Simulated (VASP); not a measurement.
Here is a VASP 6.6.1 calculation.

POSCAR

```
Na2S
1.0
    0.0000000000      3.2556002026      3.2556002026
    3.2556002026      0.0000000000      3.2556002026
    3.2556002026      3.2556002026      0.0000000000
Na S
2 1
Direct
    0.2500000000      0.2500000000      0.2500000000
    0.7500000000      0.7500000000      0.7500000000
    0.0000000000      0.0000000000      0.0000000000
```

The input INCAR.step1:

```
SYSTEM = Na2S
PREC = Accurate
ENCUT = 520
ISMEAR = -5
SIGMA = 0.02
LREAL = .FALSE.
LASPH = .TRUE.
NELM = 100
GGA = PE
ALGO = Normal
EDIFF = 1E-4
LWAVE = .TRUE.
LCHARG = .FALSE.
```

The input INCAR.step2:

```
SYSTEM = Na2S
PREC = Accurate
ENCUT = 520
EDIFF = 1E-6
ISMEAR = 0
SIGMA = 0.02
LREAL = .FALSE.
LASPH = .TRUE.
NELM = 100
ALGO = Normal
ISIF = 2
LWAVE = .FALSE.
LCHARG = .FALSE.
METAGGA = R2SCAN
LMIXTAU = .TRUE.
LORBIT = 10
ISTART = 1
```

KPOINTS

```
Automatic mesh
0
G
  6 6 6
  0 0 0
```

Potentials or basis: VASP PAW PBE potentials, release 64 (Na_pv, S).

Command:

```bash
$ cat potpaw_PBE.64/Na_pv/POTCAR potpaw_PBE.64/S/POTCAR > POTCAR
$ cp INCAR.step1 INCAR
$ mpirun -np 1 vasp_std > vasp.out
$ cp INCAR.step2 INCAR
$ mpirun -np 1 vasp_std > vasp.out
```

Question: Estimate the pressure.

Answer: -0.1 GPa.

Question: What does it give for the band gap on the k mesh?

Answer: 3.11 eV, direct.

Caveat: the PAW data sets were made with another functional, which shifts forces and pressure a little. r2SCAN opens gaps a little over a GGA but as a rule still falls short of measured ones.
